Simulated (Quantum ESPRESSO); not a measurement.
## Au: phonons at L under several settings

```
Au
1.0
     0.00000    2.03500    2.03500
     2.03500    0.00000    2.03500
     2.03500    2.03500    0.00000
Au
1
Direct
  0.00000 0.00000 0.00000
```

All runs used Quantum ESPRESSO 7.5; potentials GBRV 1.5 PBE; k mesh 11 × 11 × 11; relaxed cell; no spin polarisation; cutoff 612 eV; occupations cold, width 0.2 eV.

```csv
level,volume (Å³/atom),frequencies (cm⁻¹)
PBE,17.91,53 53 137
PBE+D2,?,?
rPW86PBE+rVV10,18.41,50 50 136
rev-vdW-DF2,17.52,58 58 146
```

**Question.** What stands in the row left open?

**Answer.** Volume 15.92 Å³/atom; frequencies 63 63 183 cm⁻¹.

Caveats: the q point doesn't lie on the k mesh, which can shift a metal's frequencies strongly unless the mesh is converged; pairwise dispersion overbinds metals, which lowers pressure and volume (some runs); the potentials were made for another functional, which shifts forces and pressure (some runs).

For the row left open. Caveat: the q point doesn't lie on the k mesh, which can shift a metal's frequencies strongly unless the mesh is converged; pairwise dispersion overbinds metals, which lowers pressure and volume.
